Energy levels of zinc-blende InAs (measured cell, a = 6.048 Å) from Ansatz 0.2.0: all-electron LAPW, PBE, scalar-relativistic, no spin polarization, 10 × 10 × 10 k mesh, Fermi-Dirac smearing of 0.08 eV. Energies are measured from the Fermi energy, and band −1 is the highest filled level at each k-point. The k coordinates refer to the two-atom primitive cell.

| k-point | k in reciprocal vectors | band -4 (eV) | band -3 (eV) | band -2 (eV) | band -1 (eV) |
| --- | --- | --- | --- | --- | --- |
| GAMMA | 0 0 0 | -0.37 | -0.17 | -0.17 | -0.17 |
| X | -0.5 -0.5 0 | -10.02 | -5.99 | -2.48 | -2.48 |
| U | -0.375 -0.375 0.25 | -10.04 | -5.86 | -3.43 | -2.11 |
| K | -0.375 0 0.375 | -10.04 | -5.86 | -3.43 | -2.11 |
| L | 0 0 0.5 | -10.56 | -5.92 | -1.15 | -1.15 |
| W | -0.5 -0.25 0.25 | -9.97 | -5.85 | -3.11 | -3.03 |

The highest valence band of InAs lies about 1 eV below the valence top at L, about 2 eV at K, and between 2 and 3 eV at X and W. One coupling energy of about 0.6 eV, set from the depth at X and multiplied by simple geometric factors, gives the depths at L and K to within about 0.2 eV, but misses the one at W by 0.55 eV. This page derives the factors, works out L and K, and marks where the rule stops being useful.

**What is measured from where**

A k-point says how the phase of an electron wave changes from one cell of the crystal to the next. At GAMMA it doesn't change at all; the other points lie on the boundary of the Brillouin zone, where some of the neighbouring cells are strongly out of step. The depth of a level is its distance below the threefold level at GAMMA, which stands at −0.17 eV in the table. The Fermi energy is a poorer zero, because smearing and the finite k mesh have placed it slightly above this valence top.

The GAMMA row needs one more caution. Its band −4, at −0.37 eV, is an s-like state that belongs to the conduction band and that PBE has put below the threefold level. Real InAs is a semiconductor with a small gap, so the zero gap is a fault of the functional. The fall of band −4 from GAMMA to about −10 eV elsewhere joins two different bands and is no band width.

**Why the band goes down**

The top of the valence band is made mainly of p orbitals on arsenic. Each has a positive and a negative lobe. At GAMMA the orbital repeats unchanged from one As atom to the next, so the positive lobe of one points at the negative lobe of its neighbour. That arrangement is antibonding and raises the energy. A phase change between neighbours removes some of this antibonding, and the level sinks.

Bonding with the In atoms works in the same direction. At GAMMA the head-on and side-on parts of the coupling between As p and In p partly cancel, while at X they add up and push the level down. The rule below lumps both effects into one constant, so its success can't tell how large each share is.

The simplest system with this behaviour is a chain of identical atoms with one p orbital each, pointing along the chain. If $V$ is the coupling between neighbours and $\varphi$ the phase change from one atom to the next, the energy is $2V\cos\varphi$, and the full drop from top to bottom is $4V$. The path from GAMMA to X in the rule below has exactly this shape. The analogy ends there, because an As atom in the crystal has twelve nearest As neighbours in different directions, and the phases toward them differ.

**The rule**

Keep only the As atoms, which form a face-centred cubic lattice, and only the head-on coupling $V$ between p orbitals on nearest As neighbours. Because the bonding with In also enters the fitted value, $V$ is an effective constant and no direct bond strength. Take the p orbital that points along $[1\bar10]$. Two neighbours lie straight along its lobes and count with the full $V$; eight lie obliquely and count with $V/4$; the last two lie at right angles and drop out. With $\varphi_1$ for the phase toward the two straight neighbours and $\varphi_j$ for the phases toward the eight oblique ones,

$$E = 2V\cos\varphi_1 + \frac{V}{4}\sum_{j=1}^{8}\cos\varphi_j .$$

At GAMMA every cosine is 1 and the energy is $4V$, the top. For X choose the equivalent point along the z axis: the straight neighbours stay in phase, the oblique ones are exactly out of phase, and the sum is zero. The depth at X is therefore $4V$. The table gives this depth as $2.48-0.17=2.31$ eV, so $V=2.31/4\approx0.58$ eV. This is the only energy that the rule takes from a boundary point.

**Worked row: K**

In Cartesian form K can be written as $(2\pi/a)(\tfrac34,\tfrac34,0)$, where $a$ is the cubic cell edge.

1. The straight neighbours lie at $\pm(a/2)(1,-1,0)$. Their phase is zero, and together they give $2V$.
2. The eight oblique neighbours all have a phase of $\pm3\pi/4$, with cosine $-1/\sqrt2$. Together they give $8\times(V/4)\times(-1/\sqrt2)=-\sqrt2\,V$.
3. The level lies at $(2-\sqrt2)V$, which is $(2+\sqrt2)V\approx3.41\,V$ below the top.
4. With $V=0.58$ eV the depth is 2.0 eV.

The computed depth is 1.94 eV, so the estimate is good to about 2 percent. This row played no part in choosing $V$. The row for U repeats that for K because the two points are equivalent, and it adds no second confirmation.

**Worked row: L**

At L, $(\pi/a)(1,1,1)$, the straight neighbours are again in phase and give $2V$. Of the oblique ones, four are in phase and four out of phase, so they cancel. The depth is $4V-2V=2V$, or about 1.2 eV. The computed value is 0.98 eV, and the estimate is too deep by 18 percent of it. L was not used to set $V$ either.

**Direction matters as well as distance**

A quick sketch of a band often uses a parabola: the farther a point lies from GAMMA, the deeper the level. K lies farther out than X, yet its level is higher. The rule reproduces this order. At K the two neighbours straight along the lobes keep their full antibonding contribution, and the oblique ones only partly offset it; at X the offset is complete.

With the constant of each taken from X, the typical (rms) miss over K, L and W is 0.33 eV for the rule and 0.58 eV for the parabola. The parabola is nevertheless much better at W. The rule earns its place by getting K and L about right from one known depth. The output below gives this comparison row by row, and also the overall rms misses when both constants are fitted by least squares.

**Where it holds and where it fails**

Symmetry is one reason why such a crude picture can work. The points X, L and K, as written here, lie in a mirror plane that exchanges x and y and passes through both kinds of atom. The chosen p orbital changes sign under this reflection, while an s orbital on As or In does not. The two kinds therefore can't mix, and the highest band stays free of s orbitals at these three points.

The rule is at its weakest at W. That point has no such mirror plane, but another symmetry, a quarter turn combined with a reflection, keeps the two highest valence levels there free of s orbitals as well. Mixing with s is therefore not the cause of the miss. In the model, the highest level at W belongs to a p orbital along a cubic axis, so the formula for the $[1\bar10]$ orbital doesn't apply there. Eight neighbours now count with $V/2$ each, and all their cosines are zero. The rule thus makes W as deep as X, whereas the computed level at W is 0.55 eV deeper. It also separates the two highest valence bands at W by about 1.2 eV, while the calculation finds them only 0.08 eV apart. The error thus concerns the pattern of levels as well as their depth. Treating the p orbitals on In explicitly should bring the two levels together. With coupling between nearest neighbours alone, however, it would still leave them at the depth of X, so couplings of longer range or d orbitals probably matter too.

The rule expects a single level at W and, below it, a pair of equal energy. Symmetry allows the In s orbital to mix with only one member of that pair, so the pair should split once In is treated properly. The table shows such a splitting: the third level at W lies about 2.7 eV below the second, where the rule makes them equal.

The third band down marks a firmer limit. Carried over to it, the rule gives depths that are too small by 1.1 to 2.2 eV at every boundary point. The likely reason is that In s orbitals join this band and form bonding mixtures with As p, which lie lower than As p alone. The rule should therefore not be carried down to this band, and it doesn't reach the conduction bands. For the second band the misses in the output are similar in size to those for the highest one. At K, however, the mirror plane doesn't keep the second band free of s orbitals, so the agreement there is less well founded.

Spin-orbit coupling sets a limit near the top itself. It is absent from this calculation, and in real InAs it splits the threefold level by a few tenths of an eV, which is about as large as the typical error of the rule. The estimate thus suits questions on a scale of electronvolts, such as roughly how deep the band lies at L or K. It makes the full spread of the band too small, because the deepest level in the table is the one at W. It is also too coarse for the mass of a hole, which depends on the fine structure close to GAMMA.

**Using it on a related crystal**

For another zinc-blende compound whose highest valence band is made of anion p orbitals, the geometry is the same and only $V$ changes. One known depth at X, divided by four, gives $V$; half the X depth is then the estimate for L, and about 85 percent of it the estimate for K. The errors found here belong to InAs, so a second known level is worth checking before the rule is trusted elsewhere.

The analysis program printed:

```
hopping V from the X row (eV): 0.5775
highest valence band, depth below the top in eV:
    row  depth in V   rule  computed  rule less computed  parabola less computed
  GAMMA           0      0         0                   0                       0
      X           4   2.31      2.31                   0                       0
      U       3.414  1.972      1.94             0.03159                  0.6587
      K       3.414  1.972      1.94             0.03159                  0.6587
      L           2  1.155      0.98               0.175                  0.7525
      W           4   2.31      2.86               -0.55                  0.0275
next two bands, depth below the top in eV:
    row  second rule  second computed  second miss  third rule  third computed  third miss
  GAMMA            0                0            0           0               0           0
      X         2.31             2.31            0        4.62            5.82        -1.2
      U        3.127             3.26      -0.1334       3.943            5.69      -1.747
      K        3.127             3.26      -0.1334       3.943            5.69      -1.747
      L        1.155             0.98        0.175        4.62            5.75       -1.13
      W        3.465             2.94        0.525       3.465            5.68      -2.215
miss of the rule at L in percent of the computed depth: 17.86
miss of the rule at K in percent of the computed depth: 1.628
miss of the rule at W in percent of the computed depth: -19.23
rms miss of the rule at K, L, W with V from X (eV): 0.3337
rms miss of the parabola at K, L, W with its constant from X (eV): 0.5776
V from least squares over X, K, L, W (eV): 0.6141
rms miss of the rule with that V over X, K, L, W (eV): 0.26
rms miss of the least-squares parabola over X, K, L, W (eV): 0.3847
spacing of the two highest valence bands at W, computed (eV): 0.08
spacing of the two highest valence bands at W, rule (eV): 1.155
s-like level below the triplet at GAMMA (eV): 0.2
```
